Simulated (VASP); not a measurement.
WS2: single point with PBE+D3(BJ)

WS2, a slab with vacuum:

```
S W
1.0
     3.15972    0.00000    0.00000
    -1.57986    2.73639    0.00000
     0.00000    0.00000   32.30401
S W
2 1
Direct
  0.66667 0.33333 0.45121
  0.66667 0.33333 0.54879
  0.33333 0.66667 0.50000
```

* Program: VASP 6.6.1
* Task: single point
* Functional: PBE
* Dispersion: D3(BJ)
* Potentials or basis: VASP PAW PBE potentials, release 64 (S, W_sv)
* Cutoff: 520 eV
* k mesh: 12 × 12 × 1
* Occupations: gaussian, width 0.02 eV
* Spin: no spin polarisation

```
Band gap on the k mesh     : 1.92 eV, direct
Dispersion energy per atom : -0.310 eV
```

Forces on the atoms (eV/Å):
```
S    0.000  0.000 -0.003
S    0.000  0.000  0.003
W    0.000  0.000  0.000
```

Levels at points of the mesh, in eV from the valence-band top:
```tsv
k point	band 10	band 11	band 12	band 13	band 14	band 15	band 16	band 17
(0.00, 0.00, 0.00)	-2.21	-1.57	-1.57	-0.14	2.93	2.93	3.07	3.07
(0.50, 0.00, 0.00)	-3.40	-2.22	-1.22	-0.96	2.95	3.37	4.06	4.75
```

It took 64 s on 1 thread of Intel(R) Xeon(R) 6975P-C (Granite Rapids) (shared host), peak memory 0.42 GiB.

Caveat: spin-orbit coupling is left out, which moves the levels of the heavy elements. A hybrid or GW would open this gap; PBE tends to underestimate it.
